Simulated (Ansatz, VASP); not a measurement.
# Two plane-wave programs on SnO

The input INCAR:

```
ALGO = Normal
EDIFF = 1E-7
ENCUT = 520
GGA = PS
ISIF = 2
ISMEAR = 0
LASPH = T
LCHARG = F
LREAL = F
LWAVE = F
NBANDS = 28
NELM = 80
PREC = Accurate
SIGMA = 0.1
```

KPOINTS

```
k-points
0
Gamma
  6 6 4
```

POSCAR

```
SnO
1.0
    3.8136952200      0.0000000000      0.0000000000
    0.0000000000      3.8136952200      0.0000000000
    0.0000000000      0.0000000000      4.8869133000
Sn O
2 2
Direct
    0.0000000000      0.5000000000      0.2353738600
    0.5000000000      0.0000000000      0.7646261400
    0.5000000000      0.5000000000      0.0000000000
    0.0000000000      0.0000000000      0.0000000000
```

Input for Ansatz:

```yaml
crystal:
  lattice:
    - [3.81369522, 0.0, 0.0]
    - [0.0, 3.81369522, 0.0]
    - [0.0, 0.0, 4.8869133]
  atoms:
    - { symbol: Sn, position: [0.0, 0.5, 0.23537386] }
    - { symbol: Sn, position: [0.5, 0.0, 0.76462614] }
    - { symbol: O, position: [0.5, 0.5, 0.0] }
    - { symbol: O, position: [0.0, 0.0, 0.0] }
basis:
  ecutwfc: 420
kpoints:
  mp_grid: { grid: [6, 6, 4] }
hamiltonian:
  xc: pbesol
scf:
  occupations: { method: gaussian, width: 0.1 }
output:
  forces: true
  stress: true
  eigenvalues: true
```

The cell is a database's computed one.

Alike in both runs: task single point; functional PBEsol; k mesh 6 × 6 × 4; occupations gaussian, width 0.1 eV; no spin polarisation.

|  | VASP | Ansatz |
| --- | --- | --- |
| version | VASP 6.6.1 | Ansatz 0.2.0 |
| potentials or method | VASP PAW PBE potentials, release 64 (Sn_d, O) | scalar-relativistic, plane waves, PAW |
| plane-wave cutoff (eV) | 520 | 420 |
| valence electrons in the cell | 40 | 40 |

```csv
,VASP,Ansatz,Ansatz less VASP
gap on the k mesh at the Fermi level (eV),0.14,0.12,-0.013
least direct gap on the mesh (eV),1.98,1.99,+0.012
pressure (GPa),-0.3,-0.6,-0.24
largest component of the traceless stress (GPa),0.04,0.06,+0.016
rms of the force components (eV/Å),0.069,0.034,-0.0344
```

Atom by atom the forces differ by 0.034 eV/Å (rms over components). With one functional, cell and mesh, what is left measures potentials, basis and numerics.

Caveats: the PAW data sets were made with another functional, which shifts forces and pressure a little (VASP); spin-orbit coupling is left out, which moves the levels of the heavy elements.
